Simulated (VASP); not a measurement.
W:

```xyz
1
Lattice="0.0000 1.9958 1.9958 1.9958 0.0000 1.9958 1.9958 1.9958 0.0000" Properties=species:S:1:pos:R:3 pbc="T T T"
W     0.0000    0.0000    0.0000
```

This isn't the form of W at room conditions, which is bcc.

| Quantity | Value |
| --- | --- |
| Program | VASP 6.6.1 |
| Task | relaxation of cell and atoms |
| Functional | PBE |
| Dispersion | D3(BJ) |
| Potentials or basis | VASP PAW PBE potentials, release 64 (W_sv) |
| Cutoff | 600 eV |
| k mesh | 18 × 18 × 18 |
| Occupations | gaussian, width 0.1 eV |
| Spin | no spin polarisation |

At the start: pressure 3.8 GPa; volume 15.90 Å³/atom.

Problem. How do energy, volume and symmetry change on relaxing?

Solution. Over 4 steps the energy falls by 2.3 meV/atom and the volume is 16.10 Å³/atom (+1.2 %); space group Fm-3m (No. 225, to 0.05 Å).

The path:
```tsv
step	energy change (eV)	largest force (eV/Å)	pressure (GPa)	volume (Å³)
1	0.0000	0.0000	3.76	15.90
2	0.0225	0.0000	-11.36	16.77
3	-0.0023	0.0000	-0.06	16.10
4	-0.0023	0.0000	0.02	16.10
```

Final structure:
```yaml
crystal:
  lattice:
    - [0.00000, 2.00400, 2.00400]
    - [2.00400, 0.00000, 2.00400]
    - [2.00400, 2.00400, 0.00000]
  atoms:
    - { symbol: W, position: [0.00000, 0.00000, 0.00000] }
```

Caveat: pairwise dispersion overbinds metals, which lowers pressure and volume.
